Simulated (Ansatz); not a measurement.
TaN:

```
Ta N
1.0
     2.92177    0.00000    0.00000
    -1.46088    2.53033    0.00000
     0.00000    0.00000    5.91652
Ta N
2 2
Cartesian
  0.0000 0.0000 2.9583
  0.0000 0.0000 0.0000
  0.0000 1.6869 1.4791
  1.4609 0.8434 4.4374
```

The cell comes from a database or a generator and needn't be the stable form of this composition.

Base run:

| Property | Result |
| --- | --- |
| Program | Ansatz 0.2.0 |
| Functional | PBE |
| Potentials or basis | Ansatz PAW |
| Cutoff | 420 eV (not typed: the program's choice for these potentials) |
| k mesh | 10 × 10 × 5 |
| Occupations | gaussian, width 0.013 eV |
| Spin | no spin polarisation |

Its results: band gap on the k mesh none (metal or under the smearing width); pressure -1.1 GPa.

**Question.** The run is repeated on the same cell with these changes: functional from PBE to r2SCAN; cutoff from 420 eV (not typed: the program's choice for these potentials) to 500 eV (not typed: the program's choice for these potentials); occupations from gaussian, width 0.013 eV to fermi-dirac, width 0.05 eV. What comes out?

**Answer.** Band gap on the k mesh none (metal or under the smearing width); pressure -5.9 GPa.

Caveats: spin-orbit coupling is left out, which moves the levels of the heavy elements (some runs); the PAW data sets come from PBE, with cores solved anew for the run's functional, which leaves a small shift of forces and pressure (some runs).
